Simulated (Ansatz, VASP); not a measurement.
C: VASP beside Ansatz

```
C
1.0
     3.81782    0.00000    0.00000
     0.00000    3.81782    0.00000
     0.00000    0.00000    3.81782
C
8
Direct
  0.50000 0.50000 0.50000
  0.00000 0.00000 0.00000
  0.25000 0.00000 0.50000
  0.50000 0.25000 0.00000
  0.50000 0.75000 0.00000
  0.75000 0.00000 0.50000
  0.00000 0.50000 0.75000
  0.00000 0.50000 0.25000
```

Alike in both runs: functional PBEsol; k mesh 10 × 10 × 10; occupations gaussian, width 0.1 eV; no spin polarisation.

Ansatz relaxed the structure, and its values are those at the end. VASP's run is a single point on that final structure, the one shown.

|  | VASP | Ansatz |
| --- | --- | --- |
| version | VASP 6.6.1 | Ansatz 0.2.0 |
| potentials or method | VASP PAW PBE potentials, release 64 (C) | scalar-relativistic, plane waves, PAW |
| plane-wave cutoff (eV) | 520 | 420 |
| valence electrons in the cell | 32 | 32 |

```tsv
	VASP	Ansatz	Ansatz less VASP
gap on the k mesh at the Fermi level (eV)	none	none	-
pressure (GPa)	0.3	0.0	-0.26
```

A gap of «none» marks a metal or a gap that the smearing closes. The functional is the same, so the differences come from potentials, cutoffs and numerics.

Caveats: the PAW data sets were made with another functional, which shifts forces and pressure a little (VASP).
